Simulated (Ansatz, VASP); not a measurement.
SnTe: VASP beside Ansatz

The input INCAR:

```
  PREC = Accurate
  ENCUT = 520
  EDIFF = 1E-8
  ISMEAR = -1
  SIGMA = 0.08
  LREAL = False
  LASPH = True
  NELM = 100
  ALGO = Normal
  ISIF = 2
  LWAVE = False
  LCHARG = False
  GGA = PE
  LEFG = True
  NBANDS = 17
```

File KPOINTS:

```
regular mesh
0
Gamma
  11 11 11
```

The input POSCAR:

```
SnTe
1.0
    0.0000000000      3.1299735358      3.1299735358
    3.1299735358      0.0000000000      3.1299735358
    3.1299735358      3.1299735358      0.0000000000
Sn Te
1 1
Direct
    0.0000000000      0.0000000000      0.0000000000
    0.5000000000      0.5000000000      0.5000000000
```

Input for Ansatz:

```yaml
crystal:
  lattice:
    - [0.0, 3.1299735358, 3.1299735358]
    - [3.1299735358, 0.0, 3.1299735358]
    - [3.1299735358, 3.1299735358, 0.0]
  atoms:
    - { symbol: Sn, position: [0.0, 0.0, 0.0] }
    - { symbol: Te, position: [0.5, 0.5, 0.5] }
kpoints:
  mp_grid: { grid: [11, 11, 11] }
scf:
  occupations: { method: fermi_dirac, width: 0.08 }
hamiltonian:
  xc: pbe
  pseudopotentials: { kind: paw }
output:
  forces: true
  stress: true
  eigenvalues: true
  efg: { contact_densities: true }
```

Change from the starting cell: volume scaled by 0.975, PAW files.

Alike in both runs: task electric field gradients; functional PBE; k mesh 11 × 11 × 11; occupations fermi-dirac, width 0.08 eV; no spin polarisation.

|  | VASP | Ansatz |
| --- | --- | --- |
| version | VASP 6.6.1 | Ansatz 0.2.0 |
| potentials or method | VASP PAW PBE potentials, release 64 (Sn_d, Te) | PAW with Ansatz's default frozen-core files, scalar-relativistic |
| plane-wave cutoff (eV) | 520 | 420 |
| valence electrons in the cell | 20 | 30 |

|  | VASP | Ansatz | Ansatz less VASP |
| --- | --- | --- | --- |
| pressure (GPa) | 3.3 | 3.3 | +0.02 |
| Vzz of the field gradient on the site that differs most (V/Å²) | 0.0 | 0.0 | 0.00 |

The functional is the same, so the differences come from potentials, cutoffs and numerics. The two sets of potentials don't hold the same shells in valence. Ansatz warned: «gradients_without_spin_orbit».

Spin-orbit coupling is left out, which matters for the levels of Te.
